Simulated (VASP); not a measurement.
## Te: single point with PBE

Te:

```
Te
1.0
    -2.95779    3.87597    1.53515
     2.95779   -3.87597    1.53515
     2.95779    3.87597   -1.53515
Te
2
Direct
  0.00724 0.73991 0.25666
  0.98375 0.24229 0.75956
```

This isn't the form of Te at room conditions, which is trigonal, of chains.

The cell isn't the ideal one: atoms moved at random, drawn with an rms of 0.05 Å.

```yaml
Program: VASP 6.6.1
Task: single point
Functional: PBE
Potentials_or_basis: VASP PAW PBE potentials, release 64 (Te)
Cutoff: 520 eV
k_mesh: 10 × 10 × 10
Occupations: fermi-dirac, width 0.05 eV
Spin: no spin polarisation
```

| Quantity | Value |
| --- | --- |
| Pressure | 0.8 GPa |
| Largest force | 0.047 eV/Å |
| Band gap on the k mesh | none (metal or under the smearing width) |

Forces on the atoms (eV/Å):
```
Te  -0.012 -0.043 -0.013
Te   0.012  0.043  0.013
```

Stress tensor (GPa, compression positive):
```
 2.29  0.00 -0.04
 0.00  0.26 -0.01
-0.04 -0.01 -0.04
```

Levels at points of the mesh, in eV from the Fermi level:
| k point | band 2 | band 3 | band 4 | band 5 | band 6 | band 7 | band 8 | band 9 | band 10 | band 11 |
| --- | --- | --- | --- | --- | --- | --- | --- | --- | --- | --- |
| (0.00, 0.00, 0.00) | -10.21 | -5.53 | -2.11 | -1.62 | 2.81 | 2.93 | 3.74 | 3.93 | 4.58 | 7.66 |
| (0.50, 0.00, 0.00) | -8.07 | -5.63 | -4.02 | -3.48 | -1.26 | 0.97 | 3.12 | 4.01 | 5.42 | 7.14 |
| (0.00, 0.50, 0.50) | -8.06 | -5.64 | -4.02 | -3.48 | -1.25 | 0.95 | 3.10 | 4.03 | 5.46 | 7.14 |
| (0.00, 0.50, 0.00) | -9.72 | -4.85 | -4.57 | -0.80 | -0.51 | -0.14 | 0.49 | 5.99 | 6.21 | 6.42 |
| (0.50, 0.00, 0.50) | -9.71 | -4.86 | -4.56 | -0.72 | -0.57 | -0.15 | 0.48 | 6.12 | 6.15 | 6.42 |
| (0.50, 0.50, 0.00) | -11.90 | -2.53 | -2.51 | -1.99 | -1.48 | 3.37 | 3.65 | 7.20 | 7.29 | 8.48 |
| (0.00, 0.00, 0.50) | -11.97 | -2.71 | -2.26 | -2.04 | -1.47 | 3.32 | 3.71 | 6.87 | 7.55 | 8.44 |
| (0.50, 0.50, 0.50) | -10.63 | -5.94 | -4.57 | 0.55 | 2.46 | 3.90 | 4.90 | 7.28 | 7.41 | 7.44 |

It took 6.6 min on 1 thread of Intel(R) Xeon(R) Platinum 8259CL CPU @ 2.50GHz (Skylake/Cascade Lake), on a shared host, peak memory 0.53 GiB.

Spin-orbit coupling is left out, which matters for the levels of Te.
